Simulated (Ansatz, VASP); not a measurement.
**GaN in VASP and in Ansatz**

INCAR

```
PREC     = Accurate       # precision mode
ENCUT    = 600            # plane-wave cutoff, eV
EDIFF    = 1E-6           # SCF threshold, eV
ISMEAR   = 0              # smearing method
SIGMA    = 0.02           # smearing width, eV
LREAL    = False          # projectors in reciprocal space
LASPH    = True           # aspherical terms in the spheres
NELM     = 80             # most SCF steps
ALGO     = Normal         # electronic algorithm
ISIF     = 3              # what is computed and relaxed
LWAVE    = False          # write WAVECAR
LCHARG   = False          # write CHGCAR
GGA      = CA             # functional
IBRION   = 2              # ionic algorithm
NSW      = 100            # ionic steps
EDIFFG   = -0.002         # ionic threshold
```

Contents of KPOINTS:

```
regular mesh
0
Gamma
  14 14 14
```

The input POSCAR:

```
GaN
1.0
    0.0000000000      2.2535006100      2.2535006100
    2.2535006100      0.0000000000      2.2535006100
    2.2535006100      2.2535006100      0.0000000000
Ga N
1 1
Direct
    0.0000000000      0.0000000000      0.0000000000
    0.2500000000      0.2500000000      0.2500000000
```

Input for Ansatz:

```yaml
crystal:
  lattice:
    - [0.0, 2.25350061, 2.25350061]
    - [2.25350061, 0.0, 2.25350061]
    - [2.25350061, 2.25350061, 0.0]
  atoms:
    - { symbol: Ga, position: [0.0, 0.0, 0.0] }
    - { symbol: "N", position: [0.25, 0.25, 0.25] }
basis:
  ecutwfc: 420
kpoints:
  mp_grid: { grid: [14, 14, 14] }
hamiltonian:
  xc: lda
  pseudopotentials: { kind: paw, azcp: { folder: soft_1 } }
scf:
  occupations: { method: gaussian, width: 0.02 }
output:
  forces: true
  stress: true
  eigenvalues: true
  write_density: true
  write_potential: true
  elf: true
  volumetric_format: npy
relax:
  adjacent_minimum: "off"
  f_tol: 0.002
  max_steps: 80
  cell: { stress_tol: 0.02 }
```

The cell is a database's computed one.

Alike in both runs: task relaxation of cell and atoms; functional LDA; k mesh 14 × 14 × 14; occupations gaussian, width 0.02 eV; no spin polarisation.

|  | VASP | Ansatz |
| --- | --- | --- |
| version | VASP 6.6.1 | Ansatz 0.2.0 |
| potentials or method | VASP PAW LDA potentials, release 64 (Ga_d, N) | scalar-relativistic, plane waves, PAW |
| plane-wave cutoff (eV) | 600 | 420 |
| valence electrons in the cell | 18 | 18 |

|  | VASP | Ansatz | Ansatz less VASP |
| --- | --- | --- | --- |
| gap on the k mesh at the Fermi level, each at its own relaxed structure (eV) | 1.94 | 1.96 | +0.024 |
| relaxed volume (Å³/atom) | 11.12 | 11.05 | -0.061 |
| relaxed cell length with the largest relative difference (Å) | 3.156 | 3.150 | -0.0058 |
| energy change over the relaxation (meV/atom) | -6 | -8 | -2.1 |

Ansatz warned: «pseudo_functional_mismatch».

A k mesh can miss the band edges. As with any semilocal functional, this LDA gap is likely too small.
